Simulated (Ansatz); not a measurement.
# LiF under changes of volume

One of the cells (9.752 Å³/atom); the others are scaled copies at fixed shape and fractional positions:

```
F Li
1.0
     3.06094    0.00000    0.00000
    -1.53047    2.65085    0.00000
     0.00000    0.00000    4.80732
F Li
2 2
Direct
  0.66667 0.33333 0.49384
  0.33333 0.66667 0.99384
  0.66667 0.33333 0.88115
  0.33333 0.66667 0.38115
```

Measurements of this composition are mostly on another form, of space group No. 225.

- Program: Ansatz 0.2.0
- Functional: PBE
- Potentials or basis: Ansatz PAW
- Cutoff: 420 eV (not typed: the program's choice for these potentials)
- k mesh: 10 × 10 × 6
- Occupations: fermi-dirac, width 0.05 eV
- Spin: no spin polarisation

| volume (Å³/atom) | energy over the lowest point (meV/atom) | pressure (GPa) | gap on the mesh (eV) | largest force (eV/Å) |
| --- | --- | --- | --- | --- |
| 9.167 | 27.74 | 8.2 | 8.27 | 0.007 |
| 9.362 | 18.76 | 6.5 | 8.15 | 0.004 |
| 9.557 | 11.76 | 5.0 | 8.03 | 0.001 |
| 9.752 | ? | ? | ? | ? |
| 9.947 | 2.92 | 2.3 | 7.82 | 0.004 |
| 10.142 | 0.80 | 1.2 | 7.71 | 0.006 |
| 10.337 | 0.00 | 0.1 | 7.61 | 0.008 |

Question: What does the run at 9.752 Å³/atom give?

Answer: Energy over the lowest point 6.56 meV/atom; pressure 3.6 GPa; gap on the mesh 7.92 eV; largest force 0.002 eV/Å.

Worked out: A Birch-Murnaghan fit of order 3 (a polynomial in V^(-2/3)) to the other rows has its minimum at 10.36 Å³/atom, just outside them, with B0 = V·E''(V) = 52 GPa and B' = 4.0 at fixed shape and positions, which overstates the stiffness. It gives 6.53 meV/atom at 9.752 Å³/atom, against the run's 6.56, and -dE/dV = 3.6 GPa, against 3.6. A straight line through the other rows of the gap, of slope -5.48 eV per unit of ln V (its deformation potential), gives 7.93 eV, against the run's 7.92.

Energies are extrapolated to zero smearing.

A mesh can miss the band edges.
